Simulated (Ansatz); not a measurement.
Level of theory: DFT PBE, scalar-relativistic, plane waves, PAW (Ansatz). Settings: cutoff 420 eV, Γ-centred meshes spaced at most about 0.3 Å⁻¹, and about 0.25 Å⁻¹ or finer for metals (2π included), Gaussian smearing. No spin polarisation.

All energies are static (0 K, no zero-point motion).

Two forms of YZr2O2 were relaxed alike.

A.

```yaml
crystal:
  lattice:
    - [5.05915, 0.00000, 0.00000]
    - [-2.52958, 4.38135, 0.00000]
    - [0.00000, 0.00000, 4.09749]
  atoms:
    - { symbol: Y, position: [0.00000, 0.00000, 0.00000] }
    - { symbol: Zr, position: [0.33333, 0.66667, 0.50000] }
    - { symbol: Zr, position: [0.66667, 0.33333, 0.50000] }
    - { symbol: O, position: [0.33333, 0.66667, 0.00000] }
    - { symbol: O, position: [0.66667, 0.33333, 0.00000] }
```

B.

```yaml
crystal:
  lattice:
    - [3.89732, 0.00000, 0.00000]
    - [0.00000, 3.89732, 0.00000]
    - [0.00000, 0.00000, 5.69974]
  atoms:
    - { symbol: Y, position: [0.00000, 0.00000, 0.00000] }
    - { symbol: Zr, position: [0.50000, 0.00000, 0.50000] }
    - { symbol: Zr, position: [0.00000, 0.50000, 0.50000] }
    - { symbol: O, position: [0.50000, 0.50000, 0.72171] }
    - { symbol: O, position: [0.50000, 0.50000, 0.27829] }
```

Question: Which is lower in energy, and by how much?

Answer: A is lower, by 0.41 eV/atom. A has space group P6/mmm (No. 191), 18.2 Å³/atom and no gap on its mesh; B has space group P4/mmm (No. 123), 17.3 Å³/atom and no gap. Counting O atoms around Y and Zr (those within 1.25 times the shortest such distance or 1.15 times the sum of covalent radii; the shortest distance is added where it is long for a bond), A has Y 6, Zr 2 and B has Y 8 from 3.2 Å, Zr 4. The lower one is the more open, so pressure narrows the difference. In A, around Y lie 6 O at 2.92 Å and 12 Zr at 3.57 Å; around Zr lie 2 O at 2.05 Å, 3 Zr at 2.92 Å, 6 Y at 3.57 Å and 6 O at 3.57 Å; O has 2 Zr at 2.05 Å, 3 Y at 2.92 Å and 3 O at 2.92 Å. In B, around Y lie 8 O at 3.18 Å and 8 Zr at 3.45 Å; around Zr lie 4 O at 2.32 Å, 4 Zr at 2.76 Å and 4 Y at 3.45 Å; O has 4 Zr at 2.32 Å, 1 O at 2.53 Å, 1 O at 3.17 Å and 4 Y at 3.18 Å. Both come from invented guesses. The lowest form computed isn't among them: it has space group P-3m1 (No. 164), 15.3 Å³/atom and lies 0.44 eV/atom below the best shown.

In P6/mmm, P4/mmm an odd number of electrons in the primitive cell allows no gap without spin; a larger cell or a magnetic state could open one. A magnetic state wasn't ruled out in cells without spin, among them P6/mmm, P4/mmm. Cells relaxed within their symmetry can be saddle points. Some candidate types were left out of the draw beforehand, so a known form may be missing.
